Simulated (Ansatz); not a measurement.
**Relaxing Ge2S3**

Level of theory: Ansatz 0.2.0, DFT PBE, scalar-relativistic, plane waves, PAW. Cutoff 420 eV, Γ-centred k mesh, Gaussian smearing, no spin polarisation in the final step.

Ge2S3 was placed on the corundum structure type (R-3c, No. 167), with Ge in place of Al, S in place of O, at a guessed volume.

```
CELL_PARAMETERS angstrom
3.16971 1.83003 5.76935
-3.16971 1.83003 5.76935
0.00000 -3.66007 5.76935
ATOMIC_POSITIONS crystal
Ge 0.85218 0.85218 0.85218
Ge 0.64782 0.64782 0.64782
Ge 0.14782 0.14782 0.14782
Ge 0.35218 0.35218 0.35218
S 0.05625 0.44375 0.75000
S 0.75000 0.05625 0.44375
S 0.44375 0.75000 0.05625
S 0.94375 0.55625 0.25000
S 0.25000 0.94375 0.55625
S 0.55625 0.25000 0.94375
```

Steps on the 6×6×6 mesh (10 atoms). 5 of 7 steps are shown, and the free energy counts from the last. Trial steps that were taken back and renewals of the plane-wave basis can be among the rows.

| step | ΔF (meV/atom) | V (Å³/atom) | P (GPa) | largest force component (eV/Å) |
| --- | --- | --- | --- | --- |
| 1 | 7.8 | 20.08 | 1.23 | 0.189 |
| 2 | 1.5 | 20.43 | -0.45 | 0.120 |
| 3 | 0.5 | 20.38 | -0.22 | 0.058 |
| 5 | 0.0 | 20.32 | -0.03 | 0.012 |
| 7 | 0.0 | 20.32 | 0.00 | 0.001 |

A final relaxation ran on a 6×6×6 mesh. The relaxed crystal, R-3c (No. 167):

```
Ge S
1.0
     3.16022    1.82456    5.87249
    -3.16022    1.82456    5.87249
     0.00000   -3.64911    5.87249
Ge S
4 6
Cartesian
  0.0000 0.0000 6.1049
  0.0000 0.0000 2.7038
  0.0000 0.0000 11.5125
  0.0000 0.0000 14.9137
  -1.1703 1.8246 10.2769
  -0.9950 -1.9258 10.2769
  2.1652 0.1012 10.2769
  1.1703 -1.8246 7.3406
  0.9950 1.9258 7.3406
  -2.1652 -0.1012 7.3406
```

```json
{"Volume per atom": "20.32 Å³", "Density": "3.95 g/cm³", "Energy over the elements": "-0.09 eV/atom", "Gap on the 6×6×6 mesh": "0 eV (a metal)"}
```

The zero of energy is the elements' standard structures at the same level; no fitted shifts are applied.

The final run used a 6×6×6 mesh on its 10-atom cell and 0.10 eV smearing. The k mesh leaves about 4 meV/atom of noise in metals.

Symmetry constrained the relaxation, so the result can be a saddle point.

Cost: 2 runs of about 3 core-minutes in all, on Arm Neoverse V1 (shared hosts).